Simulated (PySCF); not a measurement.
A GIAO shielding run with PySCF 2.14 (density fitting, non-relativistic, gas phase) on `O=C(C)O`, C₂H₄O₂:

```
{"job": {"kind": "nmr", "xc": "PBE0", "basis": "6-31G*", "pop": true}, "charge": 0, "multiplicity": 1}
C     -0.920763    -0.034248    -0.272111
C      0.467338     0.296937     0.186932
O      0.845585     1.377370     0.552854
O      1.271676    -0.777974     0.164006
H     -1.416098    -0.653304     0.491539
H     -1.489550     0.890772    -0.415816
H     -0.891356    -0.621726    -1.200013
H      2.133169    -0.477827     0.492612
```

Hardware: 1 thread of an x86-64 server CPU, shared host. The job also computes population analyses, field gradients.

Question: How large is the calculation?

Answer: 32 electrons, 64 basis functions and 396 auxiliary functions.

Question: How long does it take?

Answer: 2.4 s of wall time, with 13 SCF cycles and 5 response iterations. Times on a shared host scatter by some tens of per cent.

Question: And these other runs on the same molecule and hardware: GIAO shielding at B97-2/pcSseg-2; GIAO shielding at BHandHLYP/pcSseg-2; GIAO shielding at CAM-B3LYP/pcSseg-2; GIAO shielding at LC-wPBE/pcSseg-2; GIAO shielding at PBE0/6-311+G(2d,p); GIAO shielding at PBE0/6-31G?

Answer: B97-2/pcSseg-2: 200 functions, 8.9 s; BHandHLYP/pcSseg-2: 200 functions, 8.4 s; CAM-B3LYP/pcSseg-2: 200 functions, 11 s; LC-wPBE/pcSseg-2: 200 functions, 16 s; PBE0/6-311+G(2d,p): 132 functions, 5.4 s; PBE0/6-31G: 44 functions, 1.8 s.
